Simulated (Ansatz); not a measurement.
HgTe:

```xyz
2
Lattice="0.0000 3.1800 3.1800 3.1800 0.0000 3.1800 3.1800 3.1800 0.0000" Properties=species:S:1:pos:R:3 pbc="T T T"
Hg    0.0000    0.0000    0.0000
Te    3.1800    3.1800    3.1800
```

Measurements of this composition are mostly on another form, of space group No. 216.

```yaml
Program: Ansatz 0.2.0
Task: relaxation of cell and atoms
Functional: RPBE
Potentials_or_basis: Ansatz PAW
Cutoff: "420 eV (not typed: the program's choice for these potentials)"
k_mesh: 7 × 7 × 7
Occupations: fermi-dirac, width 0.05 eV
Spin: no spin polarisation
```

At the start: volume 32.16 Å³/atom.

Q: How do energy, volume and symmetry change on relaxing?

A: It ends after 4 steps and the volume is 30.18 Å³/atom (-6.1 %); space group Fm-3m (No. 225, to 0.05 Å).

The path:
```
step  energy change (eV)  largest force (eV/Å)  volume (Å³)
   1              0.0000                0.0000        64.31
   2             -0.0273                0.0000        60.56
   3             -0.0274                0.0000        60.36
   4             -0.0266                0.0000        60.36
```

Final structure:
```
CELL_PARAMETERS angstrom
0.00000 3.11346 3.11346
3.11346 0.00000 3.11346
3.11346 3.11346 0.00000
ATOMIC_POSITIONS crystal
Hg 0.00000 0.00000 0.00000
Te 0.50000 0.50000 0.50000
```

Caveat: the plane-wave basis is chosen anew once the cell has moved, so the energies of steps on either side of that aren't comparable; the PAW data sets come from PBE, with cores solved anew for the run's functional, which leaves a small shift of forces and pressure.
